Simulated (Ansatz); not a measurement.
The system is As.

```
As
1.0
     1.88080    1.08588    3.51406
    -1.88080    1.08588    3.51406
     0.00000   -2.17176    3.51406
As
2
Direct
  0.22600 0.22600 0.22600
  0.77400 0.77400 0.77400
```

| Quantity | Value |
| --- | --- |
| Program | Ansatz 0.2.0 |
| Task | relaxation of cell and atoms |
| Functional | PBEsol |
| Potentials or basis | Ansatz PAW |
| Cutoff | 420 eV (not typed: the program's choice for these potentials) |
| k mesh | 9 × 9 × 9 |
| Occupations | fermi-dirac, width 0.05 eV |
| Spin | no spin polarisation |

At the start: volume 21.53 Å³/atom.

How do energy, volume and symmetry change on relaxing?

It ends after 6 steps and the volume is 20.87 Å³/atom (-3.1 %); space group R-3m (No. 166, to 0.05 Å).

Step by step:
```tsv
step	energy change (eV)	largest force (eV/Å)	volume (Å³)
1	0.0000	0.3703	43.06
2	-0.0051	0.2089	41.09
3	-0.0165	0.0775	41.98
4	-0.0181	0.0095	41.87
5	-0.0182	0.0022	41.74
6	-0.0181	0.0023	41.74
```

Final structure:
```
As
1.0
     1.89193    1.09231    3.36597
    -1.89193    1.09231    3.36597
     0.00000   -2.18462    3.36597
As
2
Direct
  0.23001 0.23001 0.23001
  0.76999 0.76999 0.76999
```

Caveat: the plane-wave basis is chosen anew once the cell has moved, so the energies of steps on either side of that aren't comparable; the PAW data sets come from PBE, with cores solved anew for the run's functional, which leaves a small shift of forces and pressure.
